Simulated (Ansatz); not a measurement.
# Squeezing Ta (fcc type)

```xyz
1
Lattice="0.0000 2.1123 2.1123 2.1123 0.0000 2.1123 2.1123 2.1123 0.0000" Properties=species:S:1:pos:R:3 pbc="T T T"
Ta    0.0000    0.0000    0.0000
```

The cell comes from a relaxation on PAW files under the same functional, begun from a prototype that needn't be the stable phase.

Its volume is scaled at fixed shape and fractional positions.

Computed with Ansatz 0.2.0; functional PBE, scalar-relativistic. Settings: a Γ-centred 16×16×16 k mesh, Fermi–Dirac smearing of 0.1 eV, no spin polarisation. Methods: LAPW: all electrons, basis error target 1 meV/atom; PAW: frozen-core files, cutoff 420 eV; crystal datasets: all electrons, by PAW datasets that the program makes for each cell; norm-conserving: pseudopotentials, cutoff 1000 eV; PAW (cutoff 1000 eV): frozen-core files, cutoff 1000 eV.

Energies are extrapolated to zero smearing and count from the unscaled cell; pressure is positive in compression; gaps take the mesh and a band path. No temperature or zero-point motion is included.

Spin–orbit coupling is left out, which matters for the heavy atoms.

```tsv
V/V0	V (Å³/atom)	P LAPW (GPa)	ΔE LAPW (eV/atom)	P PAW − LAPW (GPa)	ΔE PAW − LAPW (meV/atom)
1.00	18.85	0.01	0.000	-0.02	0.0
0.95	17.91	10.69	0.030	0.07	0.1
0.85	16.02	41.3	0.320	0.39	2.6
0.75	14.14	90.8	1.073	1.02	10.6
0.65	12.25	?	?	?	?
0.55	10.37	324.9	5.401	4.92	68.4
0.45	8.48	627.4	10.781	11.33	158.0
0.40	7.54	916.8	15.249	17.67	242.1
```

(1) Fit the Vinet equation to the LAPW pressures shown (residuals weighted by 1/(|P| + 0.03·Pmax)), and predict the pressure of the withheld row.

(2) From the table, what is the rise of the enthalpy H = E + pV up to the last row, and how stiff is the crystal between the last two rows?

(3) At the smallest volume, how far do crystal datasets and norm-conserving and PAW (cutoff 1000 eV) lie from LAPW in pressure?

(4) How do the Löwdin populations by LAPW change from the unscaled cell to the last row?

## Answers

(1) The fit gives V0 = 18.88 Å³/atom, B0 = 175 GPa and B0′ = 4.15. At 12.25 Å³/atom, x = (V/V0)^(1/3) = 0.8657, and P = 3·B0·(1 − x)/x²·exp[1.5·(B0′ − 1)·(1 − x)] = 177.8 GPa. The run itself gave 172.8 GPa (+2.9 % off) and ΔE = 2.578 eV/atom.

(2) ΔH = 15.249 eV + (916.8 GPa × 7.54 Å³ − 0.01 GPa × 18.85 Å³) × 0.006242 eV/(GPa·Å³) = 58.39 eV/atom, of which pV makes 74 %. The mean bulk modulus there is −ΔP/Δln V = 2460 GPa.

(3) crystal datasets: 0.00 GPa; norm-conserving: -6.76 GPa; PAW (cutoff 1000 eV): +17.48 GPa, on a LAPW pressure of 916.8 GPa.

(4) Ta 5s 1.96 → 1.83, Ta 6s 0.89 → 0.42, Ta 5p 5.99 → 5.74, Ta 5d 4.07 → 5.00 electrons an atom. These are projections on the shells that the free atoms fill; 0.10 e a cell lies outside them at the start and 0.05 e at the end.
